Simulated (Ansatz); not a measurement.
Runs of Ansatz 0.2.0 on Nb. The structure is cubic, space group Fm-3m (No. 225). The conventional cell has a = 4.230 Å, b = 4.230 Å, c = 4.230 Å, α = 90.00°, β = 90.00°, γ = 90.00°. Around Nb (site symmetry m-3m) lie 12 Nb at 2.99 Å. This isn't the form of Nb at room conditions, which is bcc.

| task | level | cell | smearing | gap on the mesh (eV) | pressure (GPa) | relaxed volume (Å³/atom) |
| --- | --- | --- | --- | --- | --- | --- |
| relaxation of cell and atoms | PBE+D3(BJ) | relaxed | fermi-dirac 0.05 eV | none | 0.0 | (a) |
| relaxation of cell and atoms | PBE+D4 | relaxed | fermi-dirac 0.05 eV | none | 0.0 | 18.40 |
| single point | PBE | as given | gaussian 0.025 eV | none | -1.9 | - |
| single point | PBE | as given | gaussian 0.026 eV | none | -1.9 | - |
| relaxation of cell and atoms | PBEsol+D3(BJ) | relaxed | fermi-dirac 0.05 eV | none | 0.0 | 17.40 |

Alike in all rows: potentials or basis Ansatz PAW; no spin polarisation; k mesh 11 × 11 × 11; cutoff (eV) 420.

**Question.** Estimate the missing entries.

**Answer.** (a) 18.00.

Caveats: the plane-wave basis is chosen anew once the cell has moved, so the energies of steps on either side of that aren't comparable (some runs); pairwise dispersion overbinds metals, which lowers pressure and volume (some runs); the PAW data sets come from PBE, with cores solved anew for the run's functional, which leaves a small shift of forces and pressure (some runs).

A k mesh can miss the band edges, and the runs leave out spin-orbit coupling on Nb.

A gap of «none» marks a metal or a gap under the smearing width.
